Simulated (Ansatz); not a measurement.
Born–Oppenheimer molecular dynamics of a periodic cell of 16 atoms, Si (start crystal Si, start structure Fd-3m, volume 1.1 times the crystal's). It starts from a structure without forces on its atoms.

Level of theory: Ansatz, DFT PBE, scalar-relativistic, plane waves, PAW. Settings: cutoff 420 eV, k mesh 2x2x2, fermi-dirac smearing 0.36 eV, no spin polarisation.

```json
{
 "ensemble": "NVT, Langevin thermostat",
 "time step": "1.5 fs",
 "steps asked": "70",
 "set temperature": "4200 K",
 "friction": "0.02 /fs",
 "seed": "58518"
}
```

First frame:

```xyz
16
Lattice="0.0000 5.6125 5.6125 5.6125 0.0000 5.6125 5.6125 5.6125 0.0000" Properties=species:S:1:pos:R:3
Si 0.000 0.000 0.000
Si 1.403 1.403 1.403
Si 2.806 2.806 0.000
Si 4.209 4.209 1.403
Si 2.806 0.000 2.806
Si 4.209 1.403 4.209
Si 5.612 2.806 2.806
Si 7.016 4.209 4.209
Si 0.000 2.806 2.806
Si 1.403 4.209 4.209
Si 2.806 5.612 2.806
Si 4.209 7.016 4.209
Si 2.806 2.806 5.612
Si 4.209 4.209 7.016
Si 5.612 5.612 5.612
Si 7.016 7.016 7.016
```

Question: What does the run give?

Answer: The run went to its last step.

```yaml
steps_done: 70
time_covered: 105 fs
mean_temperature_over_the_second_half: 4608 K
spread_of_the_potential_energy_over_the_second_half: 34.8 meV per atom
mean_potential_energy_of_the_second_half_above_the_start: 581.1 meV per atom
```

A run of 0.1 ps of so small a system gives no equilibrium averages. Limits of this set-up: coarse k mesh.

Question: What happens to the structure?

Answer: Mean squared displacements from the first frame to the last, about the centre of mass: Si 0.69 Å². Another seed would give other details.

Question: How do temperature and energy run in time?

Answer: 
```
time (fs)  T (K)  potential energy less start (eV)
      0.0   3938                             0.000
      7.5   4400                             1.868
     15.0   3545                             5.972
     22.5   3532                             7.186
     30.0   4269                             7.535
     37.5   3795                             8.778
     45.0   3455                             9.892
     52.5   4641                             8.729
     60.0   4441                             8.886
     67.5   3536                             9.235
     75.0   4517                             8.803
     82.5   4381                             9.649
     90.0   4406                            10.451
     97.5   5755                             9.371
    105.0   7016                             9.379
```

Run time: 7.8 min on 1 thread of Intel(R) Xeon(R) Platinum 8259CL CPU @ 2.50GHz (Skylake/Cascade Lake) (shared host), peak memory 0.73 GiB.
